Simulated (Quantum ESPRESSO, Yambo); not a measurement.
# AlAs (F-43m): G0W0 with Yambo, start to end, part 3 of 3

Wanted: ground state, empty states, screening and self-energy for AlAs (F-43m).

Quantum ESPRESSO 7.5 and Yambo 5.3.0; PBE and many-body steps on it, plane waves. Known limits of the many-body steps: not at the basis limit; exchange with frozen shells missing; no spin-orbit coupling; coarse k mesh.

So far. Step 3 (Bands along the symmetry lines): The gap is 1.436 eV, as in the run before at this level. Step 4 (Empty states on the mesh, 4×4×4 mesh, 111 bands): On this mesh the gap is 1.436 eV.

**6. Screening and self-energy, 4×4×4 mesh, 111 bands, screening to 129.3 eV**

G0W0 replaces the xc potential by the self-energy, built once from these orbitals. Only a window of levels is corrected, while the sums run over the empty bands that the input names.

This step: G0W0 on PBE, plane waves, norm-conserving pseudopotentials.

Input file gw1.in:

```
HF_and_locXC
gw0
dyson
ppa
em1d
rim_cut
RandQpts= 1000000
RandGvec= 1 RL
EXXRLvcs= 76 Ry
VXCRLvcs= 304 Ry
Chimod= "HARTREE"
% BndsRnXp
 1 | 111 |
%
NGsBlkXp= 9.5 Ry
% LongDrXp
 1 | 1 | 1 |
%
% GbndRnge
 1 | 111 |
%
DysSolver= "n"
ExtendOut
PPAPntXp= 27.21138 eV
% QPkrange
 1 | 8 | 7 | 13 |
%
```

Launch:

```
> OMP_NUM_THREADS=1 mpirun -n 8 yambo -F gw1.in -J gw1 -C gw1 > gw1.log
```

The log of the run:

```text
 Yambo, version 5.3.0

 [02] CORE Variables Setup
 =========================

  [... cell, symmetries and grids as in the set-up ...]

  [02.05] Energies & Occupations
  ==============================

  [X] === General ===
  [X] Electronic Temperature                        :  0.000000  0.000000 [eV K]
  [X] Bosonic    Temperature                        :  0.000000  0.000000 [eV K]
  [X] Finite Temperature mode                       : no
  [X] El. density                                   :  0.39692E+24 [cm-3]
  [X] Fermi Level                                   :  6.505537 [eV]

  [X] === Gaps and Widths ===
  [X] Conduction Band Min                           :  1.436385 [eV]
  [X] Valence Band Max                              :  0.000000 [eV]
  [X] Filled Bands                                  :   9
  [X] Empty Bands                                   :   10  111
  [X] Direct Gap                                    :  2.044983 [eV]
  [X] Direct Gap localized at k                     :  1
  [X] Indirect Gap                                  :  1.436385 [eV]
  [X] Indirect Gap between kpts                     :   1   7
  [X] Last valence band width                       :  2.822646 [eV]
  [X] 1st conduction band width                     :  2.893489 [eV]

 [03] Transferred momenta grid and indexing
 ==========================================

 IBZ Q-points                                      :   8
 BZ  Q-points                                      :   64

 K/Q-points units:
 rlu = crystal or reduced units; cc = cartesian coordinates; iku = interal k-units

 Q [1]          [rlu]:  0.000000  0.000000  0.000000
 Q [2]          [rlu]:  0.81056E-17  0.81056E-17  0.25000
 Q [3]          [rlu]: -0.16211E-16 -0.16211E-16 -0.50000
 Q [4]          [rlu]: -0.97223E-17  0.25000      0.25000
 Q [5]          [rlu]:  0.15221E-16  0.25000      0.50000
 Q [6]          [rlu]: -0.71722E-16  0.25000     -0.25000
 Q [7]          [rlu]:  0.19445E-16 -0.50000     -0.50000
 Q [8]          [rlu]:  0.250000 -0.500000 -0.250000

 [04] Coloumb potential Random Integration (RIM)
 ===============================================

  [04.01] RIM initialization
  ==========================

  * Diagonal components only detected *

  8 x (sBL volume)        :  0.101316 [a.u.]
  sBZ random points       :  1000000
  Points outside the sBZ  :   7968281
  RL volume               :  0.810531 [a.u.]
  Integrated volume       :  0.813757 [a.u.]

  [04.02] RIM integrals
  =====================

  Gamma point sphere radius             :  0.084562 [a.u.]
  Points outside the sphere             :   800476
  [Int_sBZ(q=0) 1/q^2]*(Vol_sBZ)^(-1/3) =:  7.776341
                                 should be <:  7.795600

  Summary of Coulomb integrals for non-metallic bands |Q|[au] RIM/Bare

  Q [1] 0.100000E-4 0.997530 * Q [2] 0.254334 1.068862
  Q [4] 0.293679 1.067204 * Q [6] 0.415325 1.029264
  Q [5] 0.487012 1.022872 * Q [3] 0.508667 1.020326
  Q [7] 0.587358 1.017560 * Q [8] 0.656687 1.014592

 [05] Dipoles
 ============

  [05.01] Setup: observables and procedures
  =========================================

 [06] Dynamic Dielectric Matrix (PPA)
 ====================================

 [SLK-Inversion]  Pools        :  2
 [SLK-Inversion]  BLACS grid   :  2  2

 [WR./gw1//ndb.pp]---------------------------------------------------------------
  Brillouin Zone Q/K grids (IBZ/BZ)                :    8   64    8   64
  RL vectors                                       :   4279 [WF]
  Coulomb cutoff potential                         : none
  Electronic Temperature                           :  0.000000 [K]
  Bosonic    Temperature                           :  0.000000 [K]
  PPA    diel. fun.  energies                      : Perdew, Burke & Ernzerhof(X)+Perdew, Burke & Ernzerhof(C)
  wavefunctions                                    : Perdew, Burke & Ernzerhof(X)+Perdew, Burke & Ernzerhof(C)
  Global Gauge                                     : length
  X matrix size                                    :  181
  X band range                                     :    1  111
  X e/h energy range                               : -1.000000 -1.000000 [eV]
  X Time ordering                                  : R
  X Hxc Kernel                                     : HARTREE
  X Drude frequency                                :  0.000000  0.000000
  X poles                                          :  100.0000 [o/o]
  RL vectors in the sum                            :   4279
  [r,Vnl] included                                 : yes
  Field direction                                  :  0.577350E-5  0.577350E-5  0.577350E-5
  BZ energy Double Grid                            : no
  BZ energy DbGd points                            : 0
  BZ Q point size factor                           : -1.000000
  X Optical Averaged directions                    : none

 [07] Local Exchange-Correlation + Non-Local Fock
 ================================================

 [VXC] Plane waves :  27317
 [EXS] Plane waves :   3527

 QP @ state[ 1 ] K range:   1   8
 QP @ state[ 1 ] b range:   7  13

 [xc] Functional : Perdew, Burke & Ernzerhof(X)+Perdew, Burke & Ernzerhof(C)
 [xc] LIBXC used to calculate xc functional
  PP Number of Atomic Species                      :  2
  NLCC RL compoments                               :  27317
  PP Number of Atomic Species                      :  2
  NLCC RL compoments                               :  27317

 [xc] E_xc :  -11.78303 [Ha]
      E_xc :  -23.56606 [Ry]

  Local XC kind (lXC) : Perdew, Burke & Ernzerhof(X)+Perdew, Burke & Ernzerhof(C)
  Non-Local XC kind (nlXC) : Hartree-Fock

  Corrections @ K [1] :  [eV]
 <7|nlXC|7> = -15.18128  0.26082E-17 <7|lXC|7> = -12.47958 -0.18882E-15
 <8|nlXC|8> = -15.18121 -0.48149E-17 <8|lXC|8> = -12.47958  0.11801E-15
 <9|nlXC|9> = -15.18116  0.88857E-17 <9|lXC|9> = -12.47958  0.18882E-15
 <10|nlXC|10> = -7.646070 -0.53310E-17 <10|lXC|10> = -11.50547 -0.18882E-15
 <11|nlXC|11> = -4.906066  0.25379E-18 <11|lXC|11> = -9.416382  0.59005E-16
 <12|nlXC|12> = -4.905951 -0.67667E-17 <12|lXC|12> = -9.416381  0.94408E-16
 <13|nlXC|13> = -4.905561  0.17187E-17 <13|lXC|13> = -9.416381 -0.37763E-15

  Corrections @ K [2] :  [eV]
 <7|nlXC|7> = -14.59734  0.39442E-17 <7|lXC|7> = -11.12105 -0.14161E-15
 <8|nlXC|8> = -14.91138  0.34066E-17 <8|lXC|8> = -12.14158 -0.37763E-15
 <9|nlXC|9> = -14.91124  0.14705E-16 <9|lXC|9> = -12.14158  0.47204E-16
[...]
Corrections @ K [3] :  [eV]
[...]
Corrections @ K [4] :  [eV]
[...]
Corrections @ K [5] :  [eV]
[...]
[... 2 further k-points ...]
  Corrections @ K [8] :  [eV]
[...]
<9|nlXC|9> = -13.57895 -0.26927E-17 <9|lXC|9> = -10.40654  0.25815E-16
 <10|nlXC|10> = -5.721950 -0.11608E-17 <10|lXC|10> = -9.582021  0.94408E-16
 <11|nlXC|11> = -6.318051  0.15788E-17 <11|lXC|11> = -10.89160  0.23602E-16
 <12|nlXC|12> = -4.430381 -0.18749E-17 <12|lXC|12> = -9.419311  0.26552E-16
 <13|nlXC|13> = -4.279239 -0.27527E-17 <13|lXC|13> = -8.989965 -0.70806E-16

  [07.01] Hartree-Fock occupations report
  =======================================

  [Hartree-Fock] === General ===
  [Hartree-Fock] Electronic Temperature             :  0.000000  0.000000 [eV K]
  [Hartree-Fock] Bosonic    Temperature             :  0.000000  0.000000 [eV K]
  [Hartree-Fock] Finite Temperature mode            : no
  [Hartree-Fock] El. density                        :  0.39692E+24 [cm-3]
  [Hartree-Fock] Fermi Level                        :  6.505537 [eV]

  [Hartree-Fock] === Gaps and Widths ===
  [Hartree-Fock] Conduction Band Min                :  5.091059 [eV]
  [Hartree-Fock] Valence Band Max                   : -2.701575 [eV]
  [Hartree-Fock] Filled Bands                       :   9
  [Hartree-Fock] Empty Bands                        :   10  111
  [Hartree-Fock] Direct Gap                         :  8.605961 [eV]
  [Hartree-Fock] Direct Gap localized at k          :  1
  [Hartree-Fock] Indirect Gap                       :  7.792635 [eV]
  [Hartree-Fock] Indirect Gap between kpts          :   1   7
  [Hartree-Fock] Last valence band width            :  3.293484 [eV]
  [Hartree-Fock] 1st conduction band width          :  3.098885 [eV]

 [08] Dyson equation: Newton solver
 ==================================

  [08.01] G0W0 (W PPA)
  ====================

  [  GW  ] Bands range     :    1  111
  [GW/PPA] G damping       :  0.100000 [eV]

  QP @ state[ 1 ] K range:   1   8
  QP @ state[ 1 ] b range:   7  13

   Sc/G bands                                       :    1  111
   Sc/G damping                                     :  0.100000 ev
   Sc bands terminator                              : no
   Sx RL components                                 :   3527

   QP @ state[ 1 ] K range                          :   1   8
   QP @ state[ 1 ] b range                          :   7  13
   GF energies kind                                 : Perdew, Burke & Ernzerhof(X)+Perdew, Burke & Ernzerhof(C)
   GF WF`s kind                                     : Perdew, Burke & Ernzerhof(X)+Perdew, Burke & Ernzerhof(C)
   Xs energies kind                                 : Perdew, Burke & Ernzerhof(X)+Perdew, Burke & Ernzerhof(C)
   Xs WF`s kind                                     : Perdew, Burke & Ernzerhof(X)+Perdew, Burke & Ernzerhof(C)

 [11] Game Over & Game summary
```

It took 96 s on 8 MPI ranks of Arm Neoverse V2, shared host; peak memory 3 GiB.

This step gave:

- G0W0 gap on the mesh: 2.488 eV
- starting gap on the mesh: 1.436 eV
- k of the valence top: 0, 0, 0
- k of the conduction bottom: 0, -0.5, -0.5
- least direct G0W0 gap on the computed points: 3.128 eV
- Z at the valence top: 0.788
- Z at the conduction bottom: 0.8049

The gap on the mesh goes from 1.44 eV to 2.49 eV, a correction of +1.05 eV.

Limits: finite bands, cutoff and mesh; exchange with frozen shells missing; no spin-orbit coupling; coarse k mesh. v1 is the top filled band, c1 the lowest empty one. Levels before and after the correction, in eV, zero at the valence-band top of each column:

|  | conduction bottom | valence top |
| --- | --- | --- |
| Kohn-Sham | 1.44 | 0.00 |
| G0W0 | 2.49 | 0.00 |

|  | level | energy (eV) |
| --- | --- | --- |
| Kohn-Sham | Γ v3-v1 | 0.000 |
| Kohn-Sham | Γ c1 | 2.045 |
| Kohn-Sham | Γ c2-c4 | 4.294 |
| Kohn-Sham | (0 -0.5 -0.5) v3 | -5.426 |
| Kohn-Sham | (0 -0.5 -0.5) v2-v1 | -2.173 |
| Kohn-Sham | (0 -0.5 -0.5) c1 | 1.436 |
| Kohn-Sham | (0 -0.5 -0.5) c2 | 2.301 |
| Kohn-Sham | (0 -0.5 -0.5) c3-c4 | 10.325 |
| G0W0 | Γ v3-v1 | 0.000 |
| G0W0 | Γ c1 | 3.128 |
| G0W0 | Γ c2-c4 | 5.542 |
| G0W0 | (0 -0.5 -0.5) v3 | -5.392 |
| G0W0 | (0 -0.5 -0.5) v2-v1 | -2.205 |
| G0W0 | (0 -0.5 -0.5) c1 | 2.488 |
| G0W0 | (0 -0.5 -0.5) c2 | 3.467 |
| G0W0 | (0 -0.5 -0.5) c3-c4 | 11.221 |

**7. Where the time went**

Times are wall times on the hardware named with each run, good to a factor of about two.

| step | time | share | memory (GiB) |
| --- | --- | --- | --- |
| ground state | 3.4 s | 3 % | 0.47 |
| bands along the symmetry lines | 3 s | 3 % | 0.41 |
| empty states on the mesh | 4.4 s | 4 % | 0.5 |
| conversion and set-up | 2.4 s | 2 % | 0.24 |
| screening and self-energy | 96 s | 88 % | 3.0 |

**8. Outcome**

```
PBE gap              : 1.44 eV, indirect
G0W0 gap on the mesh : 2.49 eV
GW settings          : 4×4×4 mesh, 111 bands, screening to 129.3 eV, Godby-Needs plasmon pole
known limits         : not at the basis limit; exchange with frozen shells missing; no spin-orbit coupling; coarse k mesh
```

What this shows: G0W0 moves the gap on the mesh from 1.44 eV to 2.49 eV (+1.05 eV), with Z of 0.79 and 0.80 at the edges. The dearest step here is «screening and self-energy». Against experiment, by G0W0@PBE: the direct gap of 3.13 eV lies +0.11 eV from the measured 3.018 eV (direct, 300 K, quoted 2023). An exciton line or allowed optical edge lies below the quasiparticle gap by the binding energy; a forbidden edge can push the onset above it. The calculation has static nuclei and no excitons; a measured gap holds zero-point and thermal motion, which mostly lowers it. Bands and cutoff are finite, so the gap is not at the basis limit. The miss can reach some tenths of an eV and take either sign; the mesh is an error of its own. The 4×4×4 mesh is coarse for this cell, which bears on the long-range parts of exchange and screening. The norm-conserving file of at least one element keeps a d shell over frozen s and p shells of the same row. Exchange with those shells is missing from the self-energy, an error of 0.3 to 0.9 eV in cases checked, whose sign depends on which edge lies on those atoms. The many-body steps are scalar-relativistic: spin-orbit coupling is not in them.

[Paths, hosts, dates, memory and timing lines, banners, echoed tables and standing remarks are left out of the program output.]

[Logs are printed without paths, hosts, clocks, repeated set-up lines and the standing remarks that a program may print on its own settings, such as how far it seeks lower states.]

[Runs of the session that timed out or met a known fault of the program may be left out.]

[Hosts, paths, dates, database ids (printed as entryN), source tags and the programs' standing remarks are cut or masked in the printed files.]
